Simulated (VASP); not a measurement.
# How biaxial strain in the (111) plane changes GaAs (F-43m), part 2 of 2

Wanted: the response of GaAs to biaxial strain in the (111) plane, as a table, with a fit that predicts a row left out.

VASP 6.6.1, plane waves and PAW; the level of theory is named at each step.

So far: The starting structure; Relax the crystal, LDA; Strain along the normal, LDA; Band edges, TB-mBJ with spin-orbit coupling; Band edges, r2SCAN with spin-orbit coupling.

### 5. Band edges, r2SCAN with spin-orbit coupling (continued)

Level of this step: r2SCAN, spin-orbit coupling; plane waves and PAW (Ga_d, As); cell typed or built by script (VASP).

From OUTCAR (step 5):

```text
  Total        0.4760289      0.4760289      0.4760289      0.0847272      0.0847272      0.0847272
  in kB       17.1549275     17.1549275     17.1549275      3.0533618      3.0533618      3.0533618
  external PRESSURE =      17.1549275 kB  Pullay stress =       0.0000000 kB

 POSITION                                       TOTAL-FORCE (eV/Angst)
 -----------------------------------------------------------------------------------
      5.59452      5.59452      5.59452         0.000419      0.000419      0.000419
      1.40098      1.40098      1.40098        -0.000419     -0.000419     -0.000419
 -----------------------------------------------------------------------------------
    total drift:                                0.001789      0.001789      0.001789

  FREE ENERGIE OF THE ION-ELECTRON SYSTEM (eV)
  ---------------------------------------------------
  free  energy   TOTEN  =      -292.2319579444 eV

  energy  without entropy=     -292.2319579444  energy(sigma->0) =     -292.23195794

[... 2 parts as in an earlier step ...]

[... 1 further part left out ...]
[key lines of the parts left out:]
E-fermi :   4.2090
```

Read from the output:

```
energy(sigma→0) of the program : -292.2320 eV
stress, compression positive   : 2.33 along [111], 1.41 across it (mean), GPa
```

The run ends at a pressure of 1.72 GPa, with forces up to 7.3e-4 eV/Å.

### 6. All members

LASPH is off in runs at LDA and on in runs at TB-mBJ and r2SCAN.

Runs beyond LDA use the data sets made with LDA; this shifts their levels slightly, and their total energies have another zero (at TB-mBJ, which has no energy functional, they mean nothing).

The other members went through these steps as far as the tables show, with the same cutoff and, step by step, the same mesh; 34 runs are not shown. The session took 2.6 core hours (wall time by ranks) on a shared machine.

```tsv
in-plane strain (%)	strain along the normal (%)	in-plane stress, tension positive (GPa)	energy above the unstrained row (meV/atom)	gap on the mesh, LDA (eV)
-2.000	0.962	-3.706	10.205	0.623
-1.500	0.716	-2.723	5.739	0.605
-1.000	0.472	-1.779	2.585	0.580
-0.500	0.225	-0.866	0.680	0.549
0	0.000	0.007	0.000	0.512
0.500	-0.225	0.844	0.503	0.415
1.000	-0.466	1.651	2.140	0.325
1.500	-0.687	2.420	4.863	0.244
2.000	-0.913	3.140	8.635	0.186
```

Slopes at zero strain, from cubics through all rows: strain ratio -0.464, stress over strain 172 GPa.

Band edges at TB-mBJ with spin-orbit coupling, counted from the valence-band top at Γ, spin-orbit pairs averaged, with one row partly withheld:

```tsv
in-plane strain (%)	gap (eV)	conduction band at Γ (eV)	Δ or X valley along z (eV)	Δ or X valley along x (eV)	lowest conduction level at L, [111] (eV)	lowest conduction level at L, [-111] (eV)	second valence level below the top (eV)	third valence level below the top (eV)
-2.000	1.644	1.771	1.721	1.721	2.056	1.644	0.131	0.481
-1.500	1.679	1.762	1.781	1.781	1.983	1.679	0.107	0.425
-1.000	1.710	1.743	1.835	1.835	1.909	1.710	0.077	0.379
-0.500	1.715	1.715	1.881	1.881	1.836	1.739	0.040	0.344
0	1.679	1.679	1.919	1.919	1.764	1.764	0.000	0.318
0.500	1.595	1.595	1.909	1.909	1.650	1.744	0.042	0.342
1.000	1.506	1.507	1.890	1.890	?	1.722	0.085	0.370
1.500	1.414	1.415	1.867	1.867	1.425	1.698	0.126	0.400
2.000	1.312	1.322	1.837	1.837	1.314	1.674	0.166	0.432
```

Conduction masses, in electron masses:

```tsv
in-plane strain (%)	conduction mass at Γ, along the strain axis or the normal of the plane	conduction mass at Γ, across the strain axis or in the plane	L [111] mass, longitudinal	L [111] mass, transverse along [1-10]
-2.000	0.086	0.119	1.850	0.135
-1.500	0.089	0.112	1.821	0.135
-1.000	0.092	0.106	1.808	0.134
-0.500	0.094	0.101	1.762	0.133
0	0.096	0.096	1.739	0.132
0.500	0.097	0.091	1.732	0.131
1.000	0.097	0.088	1.722	0.131
1.500	0.097	0.084	1.697	0.130
2.000	0.096	0.081	1.654	0.130
```

Band edges at r2SCAN with spin-orbit coupling, counted from the valence-band top at Γ, spin-orbit pairs averaged:

```tsv
in-plane strain (%)	gap (eV)	conduction band at Γ (eV)	Δ or X valley along z (eV)	Δ or X valley along x (eV)	lowest conduction level at L, [111] (eV)	lowest conduction level at L, [-111] (eV)	second valence level below the top (eV)	third valence level below the top (eV)
-2.000	1.178	1.178	1.352	1.352	1.650	1.206	0.136	0.499
-1.500	1.163	1.163	1.421	1.421	1.567	1.240	0.110	0.442
-1.000	1.139	1.139	1.473	1.473	1.484	1.270	0.078	0.397
-0.500	1.108	1.108	1.519	1.519	1.402	1.298	0.040	0.362
0	1.069	1.069	1.556	1.556	1.322	1.322	0.000	0.337
0.500	0.982	0.982	1.543	1.543	1.201	1.302	0.042	0.359
1.000	0.893	0.894	1.523	1.523	1.081	1.280	0.083	0.387
1.500	0.801	0.803	1.498	1.498	0.965	1.257	0.122	0.415
2.000	0.709	0.714	1.470	1.470	0.851	1.235	0.159	0.443
```

Conduction masses, in electron masses:

```tsv
in-plane strain (%)	conduction mass at Γ, along the strain axis or the normal of the plane	conduction mass at Γ, across the strain axis or in the plane	L [111] mass, longitudinal	L [111] mass, transverse along [1-10]
-2.000	0.061	0.076	1.812	0.115
-1.500	0.061	0.072	1.782	0.114
-1.000	0.061	0.067	1.761	0.113
-0.500	0.061	0.064	1.731	0.111
0	0.060	0.060	1.721	0.111
0.500	0.059	0.057	1.668	0.109
1.000	0.056	0.053	1.650	0.108
1.500	0.054	0.051	1.661	0.107
2.000	0.051	0.048	1.618	0.106
```

### 7. Fit and prediction

The quantity to fit is the splitting of the lowest conduction levels at the L points ([111] less [-111]) at TB-mBJ with spin-orbit coupling: 0.412, 0.304, 0.199, 0.097, 0.000, -0.094, -0.273, -0.360 eV in the rows shown.

A least-squares parabola through the 8 rows shown, with d the strain along the axis less the strain across it, in %: E = 0.002674 d² + 0.1312 d + 1.32e-4 (eV), r.m.s. residual 3.0e-4 eV.

At d = -1.466 this predicts -0.1864 eV.

### 8. Checking the prediction

The calculation gives -0.1859 eV, so the prediction is 0.0005 eV too low, within twice the residual of the fit.

The splitting is Ξu times 8/9 of d, with d as a fraction, so the linear term gives Ξu = 14.8 eV.

### 9. Summary of results

| Quantity | Value |
| --- | --- |
| ratio of normal to in-plane strain | -0.464 |
| biaxial modulus | 172 GPa |
| gap of the unstrained cell, TB-mBJ with spin-orbit coupling | 1.68 eV |
| gap of the unstrained cell, r2SCAN with spin-orbit coupling | 1.07 eV |
| shear deformation potential Ξu of the lowest conduction levels at L | 14.8 eV |
| error of the predicted row | -0.5 meV |

In words: As a check, the curvature of the energy gives 171 GPa for the same modulus (energy per volume = M × strain²), 0 % from the slope of the stress. At TB-mBJ with spin-orbit coupling the lowest conduction valley is in turn L, Γ, L from the first row to the last, and the gap runs between 1.31 and 1.72 eV. At zero strain Γ and L lie only 85 meV apart here, so their order is sensitive to the level and the lattice constant. At r2SCAN with spin-orbit coupling the lowest conduction valley is Γ throughout, and the gap runs between 0.71 and 1.18 eV. Hole masses are left out throughout, since the top bands are degenerate or cross in many series; of conduction masses, those of the Γ, L and (for Si and Ge under (001) strain) Δ valleys are kept where they change by under an eighth between rows. A measured gap of unstrained GaAs is 1.42 eV (arxiv:0805.2212, direct gap E0 at Gamma from PR, 300 K); the static gaps here belong to the lattice relaxed at LDA. TB-mBJ is a potential fitted for gaps; it has no energy functional, so its total energies and forces mean nothing, and its bands tend to come out too narrow. r2SCAN opens gaps somewhat over GGA but leaves them below measured values as a rule. Δ or X levels are the lowest on their line, refined by a parabola unless they lie at X; the gap is read from all points sampled and can differ from the lowest valley by some meV, or by tens of meV where strain moves the valence top off Γ. Temperature, zero-point motion and excitons are left out.

[Lines on the potential files, build, host, timing and source positions are cut from VASP's logs without a mark.]

[Logs are printed without paths, hosts, clocks, repeated set-up lines and the standing remarks that a program may print on its own settings, such as how far it seeks lower states.]

[Hosts, paths, dates, database ids (printed as entryN), source tags and the programs' standing remarks are cut or masked in the printed files.]

[In band tables of VASP the shares of atoms and orbitals are scaled to a sum of 1 inside the atoms' spheres.]
